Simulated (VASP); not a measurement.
# Te (P3_121) in VASP: a series of runs

Aim: see how the results for Te move with the level of theory and the settings. Levels: rev-vdW-DF2, r2SCAN. Tasks: relaxation of shape and atoms at fixed volume, relaxation of cell and atoms.

All numbers are computed with VASP 6.6.1; they aren't measurements. Logs are shortened: lines on timing, memory, paths and dates and some standing lists are left out, and cuts for length are marked.

### 1 The crystal as given

Symmetry: P3_121, No. 152, trigonal system. Conventional cell: a = 4.397 Å, b = 4.397 Å, c = 6.002 Å, α = 90.00°, β = 90.00°, γ = 120.00°. Te (site symmetry 2) has 2 Te at 2.92 Å as nearest neighbours.

### 2 Relaxation of shape and atoms at fixed volume, rev-vdW-DF2

INCAR

```
PREC     = Accurate       # precision mode
ENCUT    = 600            # plane-wave cutoff, eV
EDIFF    = 1E-7           # SCF threshold, eV
ISMEAR   = 0              # smearing method
SIGMA    = 0.03           # smearing width, eV
LREAL    = False          # projectors in reciprocal space
LASPH    = True           # aspherical terms in the spheres
NELM     = 80             # most SCF steps
ALGO     = Normal         # electronic algorithm
ISIF     = 4              # what is computed and relaxed
LWAVE    = False          # write WAVECAR
LCHARG   = False          # write CHGCAR
GGA      = MK             # functional
LUSE_VDW = True         
AGGAC    = 0.0          
PARAM1   = 0.1234       
PARAM2   = 0.711357     
ZAB_VDW  = -1.8867      
IBRION   = 2              # ionic algorithm
NSW      = 40             # ionic steps
EDIFFG   = -0.01          # ionic threshold
```

KPOINTS

```
regular mesh
0
Gamma
  9 9 6
```

POSCAR

```
Te                                      
1.0
    4.3967525367      0.0000000000     -0.0000000000
   -2.1983762683      3.8076993910      0.0000000000
    0.0000000000     -0.0000000000      6.0023381655
  Te            
     3
Direct
     0.2795425563258795    1.0000000000000000    0.3333333332999970
     0.0000000000000000    0.2795425563258724    0.6666666667000030
     0.7204574436741275    0.7204574436741275    0.0000000000000000
```

Potentials or basis: VASP PAW PBE potentials, release 64 (Te).

Run with:

```console
cat potpaw_PBE.64/Te/POTCAR > POTCAR
mpirun -np 1 vasp_std > vasp.out
```

OUTCAR:

```text
PREC = Accurate
   ENCUT = 600
   EDIFF = 1E-7
   ISMEAR = 0
   LREAL = False
   LASPH = True
   NELM = 80
   ISIF = 4
   GGA = MK
   IBRION = 2
   NSW = 40
   EDIFFG = -0.01

 ion  position               nearest neighbor table
   1  0.280  0.000  0.333-   3 2.92   2 2.92   3 3.41   3 3.41   2 3.41   2 3.41
   2  0.000  0.280  0.667-   3 2.92   1 2.92   3 3.41   3 3.41   1 3.41   1 3.41
   3  0.720  0.720  0.000-   1 2.92   2 2.92   1 3.41   2 3.41   2 3.41   1 3.41

  LATTYP: Found a hexagonal cell.
 ALAT       =     4.3967525367
 C/A-ratio  =     1.3651753460

  Lattice vectors:

 A1 = (   4.3967525367,   0.0000000000,   0.0000000000)
 A2 = (  -2.1983762683,   3.8076993910,   0.0000000000)
 A3 = (   0.0000000000,   0.0000000000,   6.0023381655)

Analysis of symmetry for initial positions (statically):
=====================================================================
 Subroutine PRICEL returns:
 Original cell was already a primitive cell.

 Routine SETGRP: Setting up the symmetry group for a
 hexagonal supercell.

 Subroutine GETGRP returns: Found  6 space group operations
 (whereof  2 operations were pure point group operations)
 out of a pool of 24 trial point group operations.

The static configuration has the point symmetry C_2 .
 The point group associated with its full space group is D_3 .

Analysis of symmetry for dynamics (positions and initial velocities):
=====================================================================
 Subroutine PRICEL returns:
 Original cell was already a primitive cell.

 Routine SETGRP: Setting up the symmetry group for a
 hexagonal supercell.

 Subroutine GETGRP returns: Found  6 space group operations
 (whereof  2 operations were pure point group operations)
 out of a pool of 24 trial point group operations.

The dynamic configuration has the point symmetry C_2 .
 The point group associated with its full space group is D_3 .

 Subroutine INISYM returns: Found  6 space group operations
 (whereof  2 operations are pure point group operations),
 and found     1 'primitive' translations

----------------------------------------------------------------------------------------

                                     Primitive cell

  volume of cell :     100.4882

  direct lattice vectors                    reciprocal lattice vectors
     4.396752537  0.000000000  0.000000000     0.227440592  0.131312887  0.000000000
    -2.198376268  3.807699391  0.000000000     0.000000000  0.262625774  0.000000000
     0.000000000  0.000000000  6.002338166     0.000000000  0.000000000  0.166601743

  length of vectors
     4.396752537  4.396752537  6.002338166     0.262625774  0.262625774  0.166601743

  position of ions in fractional coordinates (direct lattice)
     0.279542556  0.000000000  0.333333333
     1.000000000  0.279542556  0.666666667
     0.720457444  0.720457444  0.000000000

  ion indices of the primitive-cell ions
   primitive index   ion index
                 1           1
                 2           2
                 3           3

----------------------------------------------------------------------------------------

 KPOINTS: regular mesh

Automatic generation of k-mesh.
 Grid dimensions read from file:
 generate k-points for:    9    9    6

 Generating k-lattice:

  Cartesian coordinates                     Fractional coordinates (reciprocal lattice)
     0.025271177  0.014590321  0.000000000     0.111111111 -0.000000000  0.000000000
     0.000000000  0.029180642  0.000000000     0.000000000  0.111111111  0.000000000
     0.000000000  0.000000000  0.027766957     0.000000000  0.000000000  0.166666667

  Length of vectors
     0.029180642  0.029180642  0.027766957

  Shift w.r.t. Gamma in fractional coordinates (k-lattice)
     0.000000000  0.000000000  0.000000000

 Subroutine IBZKPT returns following result:
 ===========================================

 Found     62 irreducible k-points:

 Following reciprocal coordinates:
            Coordinates               Weight
  0.000000  0.000000  0.000000      1.000000
  0.111111 -0.000000  0.000000      6.000000
  0.222222 -0.000000  0.000000      6.000000
  0.333333  0.000000  0.000000      6.000000
  0.444444 -0.000000  0.000000      6.000000
  0.111111  0.111111  0.000000      6.000000
[... 16 lines left out ...]
  0.222222  0.111111  0.166667     12.000000
 -0.111111  0.333333  0.166667     12.000000
 [... further k-points ...]
   k-points           NKPTS =     62   k-points in BZ     NKDIM =     62   number of bands    NBANDS=     13
   number of dos      NEDOS =    301   number of ions     NIONS =      3
   total plane-waves  NPLWV =  62208
   dimension x,y,z NGX =    36 NGY =   36 NGZ =   48
   dimension x,y,z NGXF=    72 NGYF=   72 NGZF=   96
   ions per type =               3
   NGX,Y,Z   is equivalent  to a cutoff of  13.61, 13.61, 13.29 a.u.
   NGXF,Y,Z  is equivalent  to a cutoff of  27.22, 27.22, 26.59 a.u.
 SYSTEM =  unknown system
   PREC   = accura    normal or accurate (medium, high low for compatibility)
   ISTART =      0    job   : 0-new  1-cont  2-samecut
   ICHARG =      2    charge: 1-file 2-atom 10-const
   ISPIN  =      1    spin polarized calculation?
   LNONCOLLINEAR =      F non collinear calculations
   LSORBIT =      F    spin-orbit coupling
   LASPH  =      T    aspherical Exc in radial PAW
   ENCUT  =  600.0 eV  44.10 Ry    6.64 a.u.   8.78  8.78 11.99*2*pi/ulx,y,z
   NELM   =     80;   NELMIN=  2; NELMDL= -5     # of ELM steps
   EDIFF  = 0.1E-06   stopping-criterion for ELM
   LREAL  =      F    real-space projection
   EDIFFG = -.1E-01   stopping-criterion for IOM
   NSW    =     40    number of steps for IOM
   IBRION =      2    ionic relax: 0-MD 1-quasi-New 2-CG
   NFREE  =      1    steps in history (QN), initial steepest desc. (CG)
   ISIF   =      4    stress and relaxation
   ISYM   =      2    0-nonsym 1-usesym 2-fastsym
   POTIM  = 0.5000    time-step for ionic-motion
   TEBEG  =    0.0;   TEEND  =   0.0 temperature during run
   PSTRESS=    0.0 pullay stress
   NELECT =      18.0000    total number of electrons
   NUPDOWN=      -1.0000    fix difference up-down
   EMIN   =  10.00;   EMAX   =-10.00  energy-range for DOS
   EFERMI =   0.00;   METHOD = LEGACY
   ISMEAR =     0;   SIGMA  =   0.03  broadening in eV -4-tet -1-fermi 0-gaus
   EFERMI_NEDOS =   21; number of points for ismear=-14 and -15
   IALGO  =     38    algorithm
   IMIX   =      4    mixing-type and parameters
     AMIX     =   0.40;   BMIX     =  1.00
     AMIX_MAG =   1.60;   BMIX_MAG =  1.00
  volume/ion in A,a.u.               =      33.50       226.04
  Fermi-wavevector in a.u.,A,eV,Ry     =   0.922842  1.743918 11.587226  0.851637
  Thomas-Fermi vector in A             =   2.048413
   LORBIT       =      0    0 simple, 1 ext, 2 COOP (PROOUT), +10 PAW based schemes
   GGA     = MK    functional components
   LHFCALC =     F    Hartree Fock is set to
   AEXX    =    0.0000 exact exchange contribution
   IVDW_NL    =     1    kernel type
   BPARAM     = 6.3000
   IVDW    =     0    specifies the selected vdW correction
   LEPSILON=     F    determine dielectric tensor
   LRPA    =     F    only Hartree local field effects (RPA)
 conjugate gradient relaxation of ions
 non-spin polarized calculation
 Gauss-broadening in eV      SIGMA  =   0.03
  energy-cutoff  :      600.00
  volume of cell :      100.49
 maximum number of plane-waves:      3396
   NGX = 17   NGY = 17   NGZ = 23

 number of electron      17.9999999 magnetization

 Free energy of the ion-electron system (eV)
  ---------------------------------------------------
  ext. energy  EPLUGINS =         0.00000000
  ---------------------------------------------------
  free energy    TOTEN  =        -4.51689890 eV

  energy without entropy =       -4.51681467  energy(sigma->0) =       -4.51685679

 E-fermi :   6.0519     XC(G=0):  -9.1987

 val. band max:        6.0203150934   @ k =   0.3333   0.3333   0.5000
 cond. band min:       6.0751348916   @ k =   0.3333   0.3333   0.5000
 fundamental gap:      0.0548197982
 Fermi energy:         6.0518918498

 k-point     1 :       0.0000    0.0000    0.0000
  band No.  band energies     occupation
      1      -7.5763      2.00000
      2      -4.3630      2.00000
      3      -4.3630      2.00000
      4       3.1543      2.00000
      5       3.4365      2.00000
      6       3.4365      2.00000
      7       4.3512      2.00000
      8       4.3512      2.00000
      9       5.0389      2.00000
     10       6.9856      0.00000
     11       6.9856      0.00000
     12       7.6483      0.00000
     13      10.9962      0.00000

 k-point     2 :       0.1111   -0.0000    0.0000
  band No.  band energies     occupation
      1      -7.4858      2.00000
      2      -4.3809      2.00000
      3      -4.3379      2.00000
      4       2.4257      2.00000
      5       2.9396      2.00000
      6       3.1967      2.00000
      7       4.6944      2.00000
      8       4.9361      2.00000
      9       5.4146      2.00000
     10       6.6228      0.00000
     11       6.8963      0.00000
     12       7.4659      0.00000
     13      10.6792      0.00000

 k-point     3 :       0.2222   -0.0000    0.0000
  band No.  band energies     occupation
      1      -7.2238      2.00000
      2      -4.4841      2.00000
      3      -4.2676      2.00000
      4       1.5687      2.00000
      5       2.2989      2.00000
      6       2.7755      2.00000
      7       4.7803      2.00000
      8       5.1184      2.00000
      9       5.2513      2.00000
     10       6.7452      0.00000
     11       6.9752      0.00000
     12       7.5426      0.00000
     13       9.8607      0.00000

 k-point     4 :       0.3333    0.0000    0.0000
  band No.  band energies     occupation
      1      -6.8304      2.00000
      2      -4.7519      2.00000
      3      -4.1768      2.00000
      4       1.1777      2.00000
      5       1.8029      2.00000
      6       2.4306      2.00000
      7       3.5903      2.00000
      8       5.2389      2.00000
      9       5.2858      2.00000
     10       6.6743      0.00000
     11       6.8631      0.00000
     12       8.6768      0.00000
     13       9.1812      0.00000

 k-point     5 :       0.4444   -0.0000    0.0000
  band No.  band energies     occupation
      1      -6.4390      2.00000
      2      -5.0985      2.00000
      3      -4.1115      2.00000
      4       1.1874      2.00000
      5       1.6111      2.00000
      6       2.2761      2.00000
      7       2.6180      2.00000
      8       5.1843      2.00000
      9       5.3063      2.00000
     10       6.6694      0.00000
     11       6.7300      0.00000
     12       8.8185      0.00000
     13       9.5024      0.00000
[... 257 lines left out ...]
 k-point    22 :       0.1111    0.1111    0.1667
  band No.  band energies     occupation
      1      -7.2159      2.00000
      2      -5.1571      2.00000
      3      -3.6090      2.00000
      4       1.9441      2.00000
      5       2.2122      2.00000
      6       3.1997      2.00000
      7       4.5124      2.00000
      8       4.6512      2.00000
      9       5.3982      2.00000
     10       6.8151      0.00000
     11       7.2640      0.00000
     12       7.4665      0.00000
     13      10.1765      0.00000

 k-point    23 :       0.2222    0.1111    0.1667
  band No.  band energies     occupation
      1      -6.8975      2.00000
      2      -5.0202      2.00000
      3      -3.9349      2.00000
      4       1.5423      2.00000
      5       1.9407      2.00000
      6       2.9754      2.00000
      7       3.4315      2.00000
      8       4.0841      2.00000
      9       5.5244      2.00000
     10       6.7433      0.00000
     11       7.8109      0.00000
     12       8.6093      0.00000
     13      10.2758      0.00000

 k-point    24 :      -0.1111    0.3333    0.1667
  band No.  band energies     occupation
      1      -6.8864      2.00000
      2      -5.1221      2.00000
      3      -3.7780      2.00000
      4       1.1859      2.00000
      5       1.7785      2.00000
      6       2.7259      2.00000
      7       4.1213      2.00000
      8       4.9314      2.00000
      9       5.4444      2.00000
     10       6.7634      0.00000
     11       7.2850      0.00000
     12       7.7832      0.00000
     13       9.6596      0.00000

 [... further k-points ...]

------------------------ aborting loop because EDIFF is reached ----------------------------------------

  FORCE on cell =-STRESS in cart. coord.  units (eV):
  Direction    XX          YY          ZZ          XY          YZ          ZX
  --------------------------------------------------------------------------------------
  -------------------------------------------------------------------------------------
  Total        0.0087880      0.0087880      0.0089364      0.0000000     -0.0000000      0.0000000
  in kB        0.1401150      0.1401150      0.1424810      0.0000000     -0.0000000      0.0000000
  external PRESSURE =       0.1409036 kB  Pullay stress =       0.0000000 kB

 VOLUME and BASIS-vectors are now :
 -----------------------------------------------------------------------------
  energy-cutoff  :      600.00
  volume of cell :      100.49
      direct lattice vectors                 reciprocal lattice vectors
     4.396752537  0.000000000  0.000000000     0.227440592  0.131312887  0.000000000
    -2.198376268  3.807699391  0.000000000     0.000000000  0.262625774  0.000000000
     0.000000000  0.000000000  6.002338166     0.000000000  0.000000000  0.166601743

 POSITION                                       TOTAL-FORCE (eV/Angst)
 -----------------------------------------------------------------------------------
      1.22908      0.00000      2.00078         0.003889      0.000000      0.000000
     -0.61454      1.06441      4.00156        -0.001944      0.003368     -0.000000
      1.58384      2.74329      0.00000        -0.001944     -0.003368      0.000000
 -----------------------------------------------------------------------------------
    total drift:                                0.000000     -0.000000      0.000000

  FREE ENERGIE OF THE ION-ELECTRON SYSTEM (eV)
  ---------------------------------------------------
  free  energy   TOTEN  =        -4.5168988977 eV

  energy  without entropy=       -4.5168146745  energy(sigma->0) =       -4.51685679

Total vdW correction in eV:      3.3874639

 reached required accuracy - stopping structural energy minimisation
```

Run time: 1.8 min. Hardware: 1 thread of Intel Xeon Platinum 8488C (Sapphire Rapids), shared host; peak memory 0.61 GiB.

Results:

* Free energy: -4.5169 eV
* Pressure after relaxing: 0.0 GPa
* Largest force after relaxing: 0.004 eV/Å
* Band gap on the k mesh: 0.05 eV, direct

Forces on the atoms (eV/Å):
```
Te   0.004  0.000  0.000
Te  -0.002  0.003  0.000
Te  -0.002 -0.003  0.000
```

Final structure:
```
Te
1.0
     4.39675    0.00000    0.00000
    -2.19838    3.80770    0.00000
     0.00000    0.00000    6.00234
Te
3
Direct
  0.27954 0.00000 0.33333
  0.00000 0.27954 0.66667
  0.72046 0.72046 0.00000
```

Levels at points of the mesh, in eV from the valence-band top:
```tsv
k point	band 5	band 6	band 7	band 8	band 9	band 10	band 11	band 12	band 13
(0.00, 0.00, 0.00)	-2.58	-2.58	-1.67	-1.67	-0.98	0.97	0.97	1.63	4.98
(0.00, 0.00, 0.50)	-2.56	-2.56	-1.23	-0.86	-0.86	0.35	0.37	0.37	3.93
```

Caveat: the relaxation stopped at its first step, so nothing moved; the PAW data sets were made with another functional, which shifts forces and pressure a little; spin-orbit coupling is left out, which moves the levels of the heavy elements; an odd mesh through Γ misses points on the zone boundary, where band edges often lie.

### 3 Relaxation of shape and atoms at fixed volume, rev-vdW-DF2 (a relaxed cell with its volume scaled by 1.02)

INCAR is that of step 2.

KPOINTS is that of step 2.

POSCAR

```
Te                                      
1.0
    4.4258709517      0.0000000000     -0.0000000000
   -2.2129354759      3.8329166781      0.0000000000
    0.0000000000     -0.0000000000      6.0420899078
  Te            
     3
Direct
     0.2795425563258795    1.0000000000000000    0.3333333332999970
     0.0000000000000000    0.2795425563258724    0.6666666667000030
     0.7204574436741275    0.7204574436741275    0.0000000000000000
```

Potentials or basis: VASP PAW PBE potentials, release 64 (Te).

Run with:

```console
cat potpaw_PBE.64/Te/POTCAR > POTCAR
mpirun -np 1 vasp_std > vasp.out
```

Wall time 5.9 min (1 thread of Intel Xeon Platinum 8488C (Sapphire Rapids), shared host); peak memory 0.61 GiB.

It converged, with:

```yaml
Free_energy: -4.5136 eV
Energy_gained_by_relaxing: 0.8 meV/atom
Ionic_steps: 5
Pressure_after_relaxing: -0.5 GPa
Largest_force_after_relaxing: 0.007 eV/Å
Band_gap_on_the_k_mesh: 0.10 eV, direct
```

Forces on the atoms (eV/Å):
```
Te  -0.007  0.000  0.000
Te   0.003 -0.006  0.000
Te   0.003  0.006  0.000
```

The path:
| step | energy change (eV) | largest force (eV/Å) | pressure (GPa) |
| --- | --- | --- | --- |
| 1 | 0.0000 | 0.0720 | -0.93 |
| 2 | -0.0012 | 0.0556 | -0.82 |
| 3 | -0.0023 | 0.0243 | -0.62 |
| 4 | -0.0024 | 0.0109 | -0.53 |
| 5 | -0.0025 | 0.0068 | -0.53 |

Final structure:
```
CELL_PARAMETERS angstrom
4.44448 0.00000 0.00000
-2.22224 3.84904 0.00000
0.00000 0.00000 5.99159
ATOMIC_POSITIONS crystal
Te 0.27656 0.00000 0.33333
Te 0.00000 0.27656 0.66667
Te 0.72344 0.72344 0.00000
```

Levels at points of the mesh, in eV from the valence-band top:
| k point | band 6 | band 7 | band 8 | band 9 | band 10 | band 11 | band 12 | band 13 |
| --- | --- | --- | --- | --- | --- | --- | --- | --- |
| (0.00, 0.00, 0.00) | -2.61 | -1.65 | -1.65 | -0.93 | 0.96 | 0.96 | 1.58 | 5.01 |
| (0.00, 0.00, 0.50) | -2.56 | -1.24 | -0.91 | -0.91 | 0.38 | 0.38 | 0.39 | 4.04 |

Caveat: the PAW data sets were made with another functional, which shifts forces and pressure a little; spin-orbit coupling is left out, which moves the levels of the heavy elements; an odd mesh through Γ misses points on the zone boundary, where band edges often lie.

(Part 1 of 2 ends here.)
